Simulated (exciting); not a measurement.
# Ta (Im-3m) in exciting: notebook

One crystal, Ta, is run at these levels: PBE; tasks: single point.

Program: exciting (release sodium). These are calculated values, not measurements. Logs are shortened: lines on timing, memory, paths and dates and some standing lists are left out, and cuts for length are marked.

### Step 1. The structure

Symmetry: Im-3m, No. 229, cubic system. The conventional cell has a = 3.303 Å, b = 3.303 Å, c = 3.303 Å, α = 90.00°, β = 90.00°, γ = 90.00°. Around Ta (site symmetry m-3m) lie 8 Ta at 2.86 Å.

### Step 2. Single point, PBE

File input.xml:

```xml
<input>
  <title>Ta</title>
  <structure speciespath="./" tshift="false">
    <crystal scale="1">
      <basevect>-3.120466955072 3.120466955072 3.120466955072</basevect>
      <basevect>3.120466955072 -3.120466955072 3.120466955072</basevect>
      <basevect>3.120466955072 3.120466955072 -3.120466955072</basevect>
    </crystal>
    <species speciesfile="Ta.xml" rmt="2.3">
      <atom coord="0.000000000000 0.000000000000 0.000000000000"/>
    </species>
  </structure>
  <groundstate do="fromscratch" ngridk="11 11 11" rgkmax="9" gmaxvr="14" lmaxapw="10" lmaxmat="10" lmaxvr="8" xctype="GGA_PBE" stype="Gaussian" swidth="0.00058799" nempty="12" ValenceRelativity="iora*" epsengy="1e-05" epspot="1e-05" maxscl="60" tforce="true" outputlevel="normal"/>
</input>
```

Potentials or basis: all-electron LAPW+lo, shipped species files, valence relativity iora*.

The run is started by

```console
$ OMP_NUM_THREADS=1 exciting_smp
```

INFO.OUT:

```text
================================================================================
EXCITING SODIUM started
[... 10 lines left out ...]

 Lattice vectors (cartesian) :
     -3.1204669551      3.1204669551      3.1204669551
      3.1204669551     -3.1204669551      3.1204669551
      3.1204669551      3.1204669551     -3.1204669551

 Reciprocal lattice vectors (cartesian) :
     -0.0000000000      1.0067700440      1.0067700440
      1.0067700440     -0.0000000000      1.0067700440
      1.0067700440      1.0067700440     -0.0000000000

 Unit cell volume                           :     121.5398664935
 Brillouin zone volume                      :       2.0408958854

 Species :    1 (Ta)
     parameters loaded from                 :    Ta.xml
     name                                   :    tantalum
     nuclear charge                         :     -73.00000000
     electronic charge                      :      73.00000000
     atomic mass                            :  329847.84330000
     muffin-tin radius                      :       2.30000000
     # of radial points in muffin-tin       :     450

     atomic positions (lattice) :
       1 :   0.00000000  0.00000000  0.00000000

 Total number of atoms per unit cell        :       1

 Spin treatment                             :    spin-unpolarised

 Number of Bravais lattice symmetries       :      48
 Number of crystal symmetries               :      48

 k-point grid                               :      11   11   11
 Total number of k-points                   :      56
 k-point set is reduced with crystal symmetries

 R^MT_min * |G+k|_max (rgkmax)              :       9.00000000
 Species with R^MT_min                      :       1 (Ta)
 Maximum |G+k| for APW functions            :       3.91304348
 Maximum |G| for potential and density      :      14.00000000

 G-vector grid sizes                        :      25    25    25
 Total number of G-vectors                  :    5481

 Maximum angular momentum used for
     APW functions                          :      10
     computing H and O matrix elements      :      10
     potential and density                  :       8
     inner part of muffin-tin               :       2

 Total nuclear charge                       :     -73.00000000
 Total electronic charge                    :      73.00000000
 Total core charge                          :      46.00000000
 Total valence charge                       :      27.00000000

 Number of empty states                     :      12
 Total number of valence states             :      26

 Maximum Hamiltonian size                   :     162
 Maximum number of plane-waves              :     135
 Total number of local-orbitals             :      27

 Exchange-correlation type                  :      20
     Perdew-Burke-Ernzerhof, Phys. Rev. Lett. 77, 3865 (1996)
     Generalised gradient approximation (GGA)

 Smearing scheme                            :    Gaussian
 Smearing width                             :       0.00058799

 Using multisecant Broyden potential mixing
[... 16 lines left out ...]
+ SCF iteration number :    1                                                  +
++++++++++++++++++++++++++++++++++++++++++++++++++++++++++++++++++++++++++++++++
 Total energy                               :    -15614.38299368
 _______________________________________________________________
 Fermi energy                               :         0.48497580
 Kinetic energy                             :     17549.73096340
 Coulomb energy                             :    -32846.69395810
 Exchange energy                            :      -312.99397093
 Correlation energy                         :        -4.42602806

 DOS at Fermi energy (states/Ha/cell)       :        56.21567031

 Electron charges :
     core                                   :        46.00000000
     core leakage                           :         0.00000934
     valence                                :        27.00000000
     interstitial                           :         2.87683408
     charge in muffin-tin spheres :
                  atom     1    Ta          :        70.12316592
     total charge in muffin-tins            :        70.12316592
     total charge                           :        73.00000000

++++++++++++++++++++++++++++++++++++++++++++++++++++++++++++++++++++++++++++++++
+ SCF iteration number :    2                                                  +
++++++++++++++++++++++++++++++++++++++++++++++++++++++++++++++++++++++++++++++++
 Total energy                               :    -15622.47888757
 _______________________________________________________________
 Fermi energy                               :         0.48123948
 Kinetic energy                             :     17545.03607443
 Coulomb energy                             :    -32849.94158233
 Exchange energy                            :      -313.14650643
 Correlation energy                         :        -4.42687324

 DOS at Fermi energy (states/Ha/cell)       :        65.54827674

 Electron charges :
     core                                   :        46.00000000
     core leakage                           :         0.00000908
     valence                                :        27.00000000
     interstitial                           :         2.82898404
     charge in muffin-tin spheres :
                  atom     1    Ta          :        70.17101596
     total charge in muffin-tins            :        70.17101596
     total charge                           :        73.00000000

 RMS change in effective potential (target) :  0.340399E-01  ( 0.100000E-04)
 Absolute change in total energy   (target) :   8.09589      ( 0.100000E-04)
 Charge distance                   (target) :  0.162730E-02  ( 0.100000E-04)
 Abs. change in max-nonIBS-force   (target) :   0.00000      ( 0.500000E-04)

++++++++++++++++++++++++++++++++++++++++++++++++++++++++++++++++++++++++++++++++
+ SCF iteration number :    3                                                  +
++++++++++++++++++++++++++++++++++++++++++++++++++++++++++++++++++++++++++++++++
 Total energy                               :    -15625.10161207
 _______________________________________________________________
 Fermi energy                               :         0.47931249
 Kinetic energy                             :     17543.16407284
 Coulomb energy                             :    -32850.64664275
 Exchange energy                            :      -313.19203638
 Correlation energy                         :        -4.42700577

 DOS at Fermi energy (states/Ha/cell)       :        16.67677807

 Electron charges :
     core                                   :        46.00000000
     core leakage                           :         0.00000900
     valence                                :        27.00000000
     interstitial                           :         2.80095152
     charge in muffin-tin spheres :
                  atom     1    Ta          :        70.19904848
     total charge in muffin-tins            :        70.19904848
     total charge                           :        73.00000000
[... 213 lines left out ...]
 DOS at Fermi energy (states/Ha/cell)       :        12.40077207

 Electron charges :
     core                                   :        46.00000000
     core leakage                           :         0.00000896
     valence                                :        27.00000000
     interstitial                           :         2.77500435
     charge in muffin-tin spheres :
                  atom     1    Ta          :        70.22499565
     total charge in muffin-tins            :        70.22499565
     total charge                           :        73.00000000

 RMS change in effective potential (target) :  0.433421E-08  ( 0.100000E-04)
 Absolute change in total energy   (target) :  0.480666E-06  ( 0.100000E-04)
 Charge distance                   (target) :  0.136381E-08  ( 0.100000E-04)
 Abs. change in max-nonIBS-force   (target) :   0.00000      ( 0.500000E-04)

++++++++++++++++++++++++++++++++++++++++++++++++++++++++++++++++++++++++++++++++
+ SCF iteration number :   12                                                  +
++++++++++++++++++++++++++++++++++++++++++++++++++++++++++++++++++++++++++++++++
 Total energy                               :    -15626.11678845
 _______________________________________________________________
 Fermi energy                               :         0.47599374
 Kinetic energy                             :     17541.82553462
 Coulomb energy                             :    -32850.31290406
 Exchange energy                            :      -313.20246182
 Correlation energy                         :        -4.42695719

 DOS at Fermi energy (states/Ha/cell)       :        12.40083448

 Electron charges :
     core                                   :        46.00000000
     core leakage                           :         0.00000896
     valence                                :        27.00000000
     interstitial                           :         2.77500435
     charge in muffin-tin spheres :
                  atom     1    Ta          :        70.22499565
     total charge in muffin-tins            :        70.22499565
     total charge                           :        73.00000000

 RMS change in effective potential (target) :  0.230101E-08  ( 0.100000E-04)
 Absolute change in total energy   (target) :  0.120824E-05  ( 0.100000E-04)
 Charge distance                   (target) :  0.510070E-09  ( 0.100000E-04)
 Abs. change in max-nonIBS-force   (target) :   0.00000      ( 0.500000E-04)

++++++++++++++++++++++++++++++++++++++++++++++++++++++++++++++++++++++++++++++++
| Convergency criteria checked for the last 2 iterations                       +
| Convergence targets achieved. Performing final SCF iteration                 +
++++++++++++++++++++++++++++++++++++++++++++++++++++++++++++++++++++++++++++++++
 Total energy                               :    -15626.11678767
 _______________________________________________________________
 Fermi energy                               :         0.47599374
 Kinetic energy                             :     17541.82553501
 Coulomb energy                             :    -32850.31290369
 Exchange energy                            :      -313.20246180
 Correlation energy                         :        -4.42695719

 DOS at Fermi energy (states/Ha/cell)       :        12.40084798

 Electron charges :
     core                                   :        46.00000000
     core leakage                           :         0.00000896
     valence                                :        27.00000000
     interstitial                           :         2.77500435
     charge in muffin-tin spheres :
                  atom     1    Ta          :        70.22499565
     total charge in muffin-tins            :        70.22499565
     total charge                           :        73.00000000

++++++++++++++++++++++++++++++++++++++++++++++++++++++++++++++++++++++++++++++++
+ Self-consistent loop stopped                                                 +
++++++++++++++++++++++++++++++++++++++++++++++++++++++++++++++++++++++++++++++++
 STATE.OUT is written

--------------------------------------------------------------------------------
- Writing atomic positions and forces                                          -
--------------------------------------------------------------------------------

 Atomic positions (lattice) :
 atom     1  Ta  :     0.00000000    0.00000000    0.00000000

 Total atomic forces including IBS (cartesian) :
 atom     1  Ta  :     0.00000000    0.00000000    0.00000000

 Atomic force components including IBS (cartesian) :
 atom     1  Ta  :     0.00000000    0.00000000    0.00000000   HF force
                 :     0.00000000    0.00000000    0.00000000   core correction
                 :     0.00000000    0.00000000    0.00000000   IBS correction

********************************************************************************
[... 7 lines left out ...]
| EXCITING SODIUM stopped                                                      =
================================================================================
```

Wall time 30 s (1 thread of Arm Neoverse V1, shared host); peak memory 0.1 GiB.

What came out:

```
Free energy                                       : -425208.2995 eV
Band gap on the k mesh                            : none (metal or under the smearing width)
All electrons inside the program's atomic spheres : Ta 70.22 (radii Ta 2.3 bohr)
```

The run has no spin-orbit coupling, so splittings on Ta are missing.

### Step 3. Single point, PBE

File input.xml:

```xml
<input>
  <title>Ta</title>
  <structure speciespath="./" tshift="false">
    <crystal scale="1">
      <basevect>-3.120466955072 3.120466955072 3.120466955072</basevect>
      <basevect>3.120466955072 -3.120466955072 3.120466955072</basevect>
      <basevect>3.120466955072 3.120466955072 -3.120466955072</basevect>
    </crystal>
    <species speciesfile="Ta.xml" rmt="2.3">
      <atom coord="0.000000000000 0.000000000000 0.000000000000"/>
    </species>
  </structure>
  <groundstate do="fromscratch" ngridk="11 11 11" rgkmax="9" gmaxvr="14" lmaxapw="10" lmaxmat="10" lmaxvr="8" xctype="GGA_PBE" stype="Gaussian" swidth="0.00062474" nempty="12" ValenceRelativity="iora*" epsengy="1e-05" epspot="1e-05" maxscl="60" tforce="true" outputlevel="normal"/>
  <properties>
    <chargedensityplot>
      <plot3d>
        <box grid="15 15 15">
          <origin coord="0 0 0"/>
          <point coord="1 0 0"/>
          <point coord="0 1 0"/>
          <point coord="0 0 1"/>
        </box>
      </plot3d>
    </chargedensityplot>
    <elfplot>
      <plot3d>
        <box grid="15 15 15">
          <origin coord="0 0 0"/>
          <point coord="1 0 0"/>
          <point coord="0 1 0"/>
          <point coord="0 0 1"/>
        </box>
      </plot3d>
    </elfplot>
    <exccplot>
      <plot3d>
        <box grid="15 15 15">
          <origin coord="0 0 0"/>
          <point coord="1 0 0"/>
          <point coord="0 1 0"/>
          <point coord="0 0 1"/>
        </box>
      </plot3d>
    </exccplot>
  </properties>
</input>
```

Potentials or basis: all-electron LAPW+lo, shipped species files, valence relativity iora*.

The run is started by

```console
$ OMP_NUM_THREADS=1 exciting_smp
```

Wall time 48 s (1 thread of Arm Neoverse V1, shared host); peak memory 0.1 GiB.

Results (log left out):

```yaml
Free_energy: -425208.2996 eV
Band_gap_on_the_k_mesh: none (metal or under the smearing width)
All_electrons_inside_the_program's_atomic_spheres: Ta 70.22 (radii Ta 2.3 bohr)
```

Levels at points of the mesh, in eV from the Fermi level:
```tsv
k point	band 9	band 10	band 11	band 12	band 13	band 14	band 15	band 16	band 17	band 18
(0.00, 0.00, 0.00)	-18.78	-18.78	-18.73	-7.86	0.78	0.78	0.78	4.05	4.05	14.66
```

[end of part 1 of 2]
